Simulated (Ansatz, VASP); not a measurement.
**TaN: VASP beside Ansatz**

```xyz
4
Lattice="3.0500 0.0000 0.0000 -1.5250 2.6414 0.0000 0.0000 0.0000 4.8906" Properties=species:S:1:pos:R:3 pbc="T T T"
Ta    0.0000    1.7609    0.0000
Ta    1.5250    0.8805    2.4453
N     0.0000    1.7609    1.8829
N     1.5250    0.8805    4.3282
```

Change from the starting cell: strain -0.0100 x Voigt [0, 0, 1, 0, 0, 0], atoms carried along.

Alike in both runs: task single point; functional PBE; k mesh 18 × 18 × 10; occupations gaussian, width 0.15 eV; no spin polarisation.

|  | VASP | Ansatz |
| --- | --- | --- |
| version | VASP 6.6.1 | Ansatz 0.2.0 |
| potentials or method | VASP PAW PBE potentials, release 64 (Ta_pv, N) | scalar-relativistic, plane waves, PAW |
| plane-wave cutoff (eV) | 520 | 420 |
| valence electrons in the cell | 32 | 36 |

```tsv
	VASP	Ansatz	Ansatz less VASP
gap on the k mesh at the Fermi level (eV)	none	none	-
pressure (GPa)	147.3	144.0	-3.30
largest component of the traceless stress (GPa)	14.33	14.07	-0.254
rms of the force components (eV/Å)	1.069	1.054	-0.0149
```

Atom by atom the forces differ by 0.015 eV/Å (rms over components). A gap of «none» marks a metal or a gap that the smearing closes. The two sets of potentials don't hold the same shells in valence.

Caveats: the cell as given lies far from equilibrium; so large a pressure means that the cell lies far from this level's equilibrium, or that cutoff or potentials fall short (VASP); forces of over 1 eV/Å show positions far from the minimum, so gaps and moduli don't describe the material at rest. The runs have no spin-orbit coupling, so splittings on Ta are missing.
